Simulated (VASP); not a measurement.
# Ti: intraband terms of a metal's spectrum

Ti, Fm-3m (no. 225), 1 atom in the cell. PBE, independent-particle dielectric function; PAW potentials Ti_sv (PBE set).

## Input

INCAR.step1:
```
SYSTEM = Ti
EDIFF = 1E-7 ; ENCUT = 320
ISMEAR = 1 ; KPAR = 4
LASPH = .True. ; LCHARG = .True.
LMAXMIX = 4 ; LWAVE = .False.
PREC = Accurate ; SIGMA = 0.1
```

INCAR.step2:
```
SYSTEM = Ti
CSHIFT = 0.1 ; EDIFF = 1E-6
ENCUT = 320 ; ICHARG = 11
ISMEAR = 0 ; KPAR = 4
LASPH = .True. ; LCHARG = .False.
LMAXMIX = 4 ; LWAVE = .True.
NBANDS = 20 ; NEDOS = 3000
OMEGAMAX = 30 ; PREC = Accurate
SIGMA = 0.3
```

INCAR.step3, as INCAR.step2 but for:
```
- LWAVE = .True.
+ ALGO = None
+ ISTART = 1
+ LOPTICS = .True.
+ LWAVE = .False.
+ NELM = 1
```

INCAR.step4, as INCAR.step3 but for:
```
+ WPLASMAI = 0.03
```

INCAR.step5 to INCAR.step6 change the same tag again: WPLASMAI = 0.1, 0.3.

INCAR.step7, as INCAR.step6 but for:
```
- WPLASMAI = 0.3
+ RTIME = 40
```

INCAR.step8, as INCAR.step7 but for:
```
- RTIME = 40
+ RTIME = 20
```

INCAR.step9, as INCAR.step8 but for:
```
- RTIME = 20
+ LNABLA = .True.
```

INCAR.step10, as INCAR.step9 but for:
```
- ISMEAR = 0
- LNABLA = .True.
+ ISMEAR = -5
```

KPOINTS.step1:
```
k-points
0
Gamma
  11 11 11
```

KPOINTS.step2:
```
k-points
0
Gamma
  23 23 23
```

POSCAR:
```
Ti
1.0
    0.0000000000      2.0300000000      2.0300000000
    2.0300000000      0.0000000000      2.0300000000
    2.0300000000      2.0300000000      0.0000000000
Ti
1
Direct
    0.0000000000      0.0000000000      0.0000000000
```

Commands (each step's output is kept before the next begins):
```
cat potpaw_PBE.64/Ti_sv/POTCAR > POTCAR
cp INCAR.step1 INCAR
cp KPOINTS.step1 KPOINTS
mpirun -np 4 vasp_std > vasp.out
cp INCAR.step2 INCAR
cp KPOINTS.step2 KPOINTS
mpirun -np 4 vasp_std > vasp.out
cp INCAR.step3 INCAR
mpirun -np 4 vasp_std > vasp.out
cp INCAR.step4 INCAR
mpirun -np 4 vasp_std > vasp.out
cp INCAR.step5 INCAR
mpirun -np 4 vasp_std > vasp.out
cp INCAR.step6 INCAR
mpirun -np 4 vasp_std > vasp.out
cp INCAR.step7 INCAR
mpirun -np 4 vasp_std > vasp.out
cp INCAR.step8 INCAR
mpirun -np 4 vasp_std > vasp.out
cp INCAR.step9 INCAR
mpirun -np 4 vasp_std > vasp.out
cp INCAR.step10 INCAR
mpirun -np 4 vasp_std > vasp.out
```

## Result

- Bands: 20

One ground state, settings moved in the last step alone:

| Settings | Plasma frequency (eV) | Im ε at 0.5 eV | Im ε at 1 eV | Im ε at 2 eV | Im ε at 4 eV | Time (s) |
|---|---|---|---|---|---|---|
| interband part alone | 5.86 | 23.5 | 32.8 | 19.0 | 13.4 | 7 |
| Drude term, WPLASMAI 0.03 | 5.86 | 31.7 | 33.8 | 19.1 | 13.5 | 7 |
| Drude term, WPLASMAI 0.1 | 5.86 | 49.9 | 36.2 | 19.4 | 13.5 | 7 |
| Drude term, WPLASMAI 0.3 | 5.86 | 84.1 | 42.3 | 20.3 | 13.6 | 7 |
| relaxation time RTIME 40 fs | 5.86 | 28.0 | 33.4 | 19.1 | 13.5 | 7 |
| relaxation time RTIME 20 fs | 5.86 | 32.5 | 33.9 | 19.1 | 13.5 | 7 |
| transversal form (LNABLA) | 5.55 | 21.0 | 29.0 | 16.8 | 12.5 | 7 |
| tetrahedron method | – | – | – | – | – | no result |

VASP 6.6.1 took 64 s on 4 cores (AMD EPYC 7R43 (Zen 3)), a shared host.
